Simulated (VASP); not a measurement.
# Co (P-3m1) in VASP: single point with LDA

Aim: the single point of Co with LDA.

All numbers are computed with VASP 6.6.1; they aren't measurements. Logs are shortened: lines on timing, memory, paths and dates and some standing lists are left out, and cuts for length are marked.

**1. Starting point**

Symmetry: P-3m1, No. 164, trigonal system. The conventional cell has a = 2.487 Å, b = 2.487 Å, c = 4.063 Å, α = 90.00°, β = 90.00°, γ = 120.00°. Co (site symmetry 3m) has 12 Co at 2.42 to 2.55 Å as nearest neighbours.

**2. Single point, LDA, collinear spin, typed start**

Input file INCAR:

```
SYSTEM = Co
  PREC = Accurate
  ENCUT = 520
  EDIFF = 1E-7
  ISMEAR = 0
  SIGMA = 0.1
  LREAL = .FALSE.
  LASPH = .TRUE.
  NELM = 150
  ALGO = Normal
  ISIF = 2
  LWAVE = .FALSE.
  LCHARG = .FALSE.
  ISPIN = 2
  MAGMOM = 2 2
  LORBIT = 11
  LMAXMIX = 4
  NBANDS = 20
```

Input file KPOINTS:

```
Automatic mesh
0
G
  9 9 4
  0 0 0
```

Input file POSCAR:

```
Co
1.0
    2.4873648700      0.0000000000      0.0000000000
   -1.2436824400      2.1541211700      0.0000000000
    0.0000000000      0.0000000000      4.0632895000
Co
2
Direct
    0.6666666700      0.3333333300      0.2598610000
    0.3333333300      0.6666666700      0.7401390000
```

Potentials or basis: VASP PAW LDA potentials, release 64 (Co).

Launch:

```sh
$ cat potpaw_LDA.64/Co/POTCAR > POTCAR
$ mpirun -np 1 vasp_std > vasp.out
```

OUTCAR:

```text
SYSTEM = Co
   PREC = Accurate
   ENCUT = 520
   EDIFF = 1E-7
   ISMEAR = 0
   LREAL = .FALSE.
   LASPH = .TRUE.
   NELM = 150
   ISIF = 2
   ISPIN = 2
   LORBIT = 11

 ion  position               nearest neighbor table
   1  0.667  0.333  0.260-   2 2.42   2 2.42   2 2.42   2 2.55   2 2.55   2 2.55
   2  0.333  0.667  0.740-   1 2.42   1 2.42   1 2.42   1 2.55   1 2.55   1 2.55

  LATTYP: Found a hexagonal cell.
 ALAT       =     2.4873648700
 C/A-ratio  =     1.6335719576

  Lattice vectors:

 A1 = (   2.4873648700,   0.0000000000,   0.0000000000)
 A2 = (  -1.2436824400,   2.1541211700,   0.0000000000)
 A3 = (   0.0000000000,   0.0000000000,   4.0632895000)

Analysis of symmetry for initial positions (statically):
=====================================================================
 Subroutine PRICEL returns:
 Original cell was already a primitive cell.

 Routine SETGRP: Setting up the symmetry group for a
 hexagonal supercell.

 Subroutine GETGRP returns: Found 12 space group operations
 (whereof 12 operations were pure point group operations)
 out of a pool of 24 trial point group operations.

The static configuration has the point symmetry D_3d.

Analysis of symmetry for dynamics (positions and initial velocities):
=====================================================================
 Subroutine PRICEL returns:
 Original cell was already a primitive cell.

 Routine SETGRP: Setting up the symmetry group for a
 hexagonal supercell.

 Subroutine GETGRP returns: Found 12 space group operations
 (whereof 12 operations were pure point group operations)
 out of a pool of 24 trial point group operations.

The dynamic configuration has the point symmetry D_3d.

Analysis of structural, dynamic, and magnetic symmetry:
=====================================================================
 Subroutine PRICEL returns:
 Original cell was already a primitive cell.

 Routine SETGRP: Setting up the symmetry group for a
 hexagonal supercell.

 Subroutine GETGRP returns: Found 12 space group operations
 (whereof 12 operations were pure point group operations)
 out of a pool of 24 trial point group operations.

The overall configuration has the point symmetry D_3d.

 Subroutine INISYM returns: Found 12 space group operations
 (whereof 12 operations are pure point group operations),
 and found     1 'primitive' translations

----------------------------------------------------------------------------------------

                                     Primitive cell
[... 114 lines left out ...]
  Thomas-Fermi vector in A             =   2.643152
   LORBIT       =     11    0 simple, 1 ext, 2 COOP (PROOUT), +10 PAW based schemes
   GGA     = CA    functional components
   LHFCALC =     F    Hartree Fock is set to
   AEXX    =    0.0000 exact exchange contribution
   IVDW    =     0    specifies the selected vdW correction
   LEPSILON=     F    determine dielectric tensor
   LRPA    =     F    only Hartree local field effects (RPA)
 spin polarized calculation
 Gauss-broadening in eV      SIGMA  =   0.10
  energy-cutoff  :      520.00
  volume of cell :       21.77
 maximum number of plane-waves:       600
   NGX =  9   NGY =  9   NGZ = 15

 number of electron      17.9999996 magnetization       3.0218621

 Free energy of the ion-electron system (eV)
  ---------------------------------------------------
  ext. energy  EPLUGINS =         0.00000000
  ---------------------------------------------------
  free energy    TOTEN  =       -16.11221126 eV

  energy without entropy =      -16.10001881  energy(sigma->0) =      -16.10611504

 E-fermi :   9.8964     XC(G=0): -13.7129

 val. band max:        9.8861672353   @ k =   0.3333   0.1111   0.5000
 cond. band min:       9.9113272661   @ k =   0.1111  -0.0000   0.2500
 fundamental gap:      0.0251600308
 Fermi energy:         9.8964451949

 spin component 1

 k-point     1 :       0.0000    0.0000    0.0000
  band No.  band energies     occupation
      1       0.9738      1.00000
      2       4.8123      1.00000
      3       7.3768      1.00000
      4       7.4531      1.00000
      5       7.4531      1.00000
      6       7.7421      1.00000
[... 541 lines left out ...]
     19      34.4548      0.00000
     20      36.6304      0.00000

 [... further k-points ...]

 spin component 2

 k-point     1 :       0.0000    0.0000    0.0000
  band No.  band energies     occupation
      1       1.1456      1.00000
      2       5.6739      1.00000
      3       8.7398      1.00000
      4       8.8315      1.00000
      5       8.8315      1.00000
      6       9.1522      1.00000
[... 541 lines left out ...]
     19      34.8251      0.00000
     20      36.9187      0.00000

 [... further k-points ...]

------------------------ aborting loop because EDIFF is reached ----------------------------------------

  FORCE on cell =-STRESS in cart. coord.  units (eV):
  Direction    XX          YY          ZZ          XY          YZ          ZX
  --------------------------------------------------------------------------------------
  -------------------------------------------------------------------------------------
  Total       -2.5310111     -2.5310111     -2.7715212      0.0000000      0.0000000     -0.0000000
  in kB     -186.2589893   -186.2589900   -203.9583088      0.0000004      0.0000000     -0.0000000
  external PRESSURE =    -192.1587627 kB  Pullay stress =       0.0000000 kB

 VOLUME and BASIS-vectors are now :
 -----------------------------------------------------------------------------
  energy-cutoff  :      520.00
  volume of cell :       21.77
      direct lattice vectors                 reciprocal lattice vectors
     2.487364870  0.000000000  0.000000000     0.402031890  0.232113220  0.000000000
    -1.243682440  2.154121170  0.000000000     0.000000000  0.464226439  0.000000000
     0.000000000  0.000000000  4.063289500     0.000000000  0.000000000  0.246106018

 POSITION                                       TOTAL-FORCE (eV/Angst)
 -----------------------------------------------------------------------------------
      1.24368      0.71804      1.05589         0.000000      0.000000     -0.446054
     -0.00000      1.43608      3.00740        -0.000000      0.000000      0.446054
 -----------------------------------------------------------------------------------
    total drift:                                0.000000      0.000000     -0.000000

  FREE ENERGIE OF THE ION-ELECTRON SYSTEM (eV)
  ---------------------------------------------------
  free  energy   TOTEN  =       -16.1122112632 eV

  energy  without entropy=      -16.1000188109  energy(sigma->0) =      -16.10611504

 total charge

# of ion       s       p       d       tot
------------------------------------------
    1        0.487   0.510   7.287   8.284
    2        0.487   0.510   7.287   8.284
--------------------------------------------------
tot          0.975   1.021  14.573  16.568

 magnetization (x)

# of ion       s       p       d       tot
------------------------------------------
    1       -0.013  -0.036   1.563   1.514
    2       -0.013  -0.036   1.563   1.514
--------------------------------------------------
tot         -0.027  -0.071   3.127   3.028
```

stdout:

```text
POSCAR found type information on POSCAR Co
 POSCAR found :  1 types and       2 ions
 scaLAPACK will be used
 LDA part: xc-table for (Slater(with rela. corr.)+CA(PZ))
 , standard interpolation
 POSCAR, INCAR and KPOINTS ok, starting setup
 FFT: planning ... GRIDC
 FFT: planning ... GRID_SOFT
 FFT: planning ... GRID
 WAVECAR not read
 entering main loop
```

Run time: 22 s. Hardware: 1 thread of Intel Xeon Platinum 8488C (Sapphire Rapids), shared host; peak memory 0.13 GiB.

What came out:

```
Free energy                                           : -16.1122 eV
Pressure                                              : -19.2 GPa
Largest force                                         : 0.446 eV/Å
Band gap on the k mesh                                : none (metal or under the smearing width)
Net moment                                            : 3.02 μB per cell
Site moments                                          : Co +1.51 μB
Valence electrons inside the program's atomic spheres : Co 8.28
```

Forces in eV/Å, atoms in the order of the input:
```
Co   0.000  0.000 -0.446
Co   0.000  0.000  0.446
```

Caveat: the k mesh is coarse (spacing up to 0.39 Å⁻¹), so the values aren't converged; so large a pressure means that the cell lies far from this level's equilibrium, or that cutoff or potentials fall short.
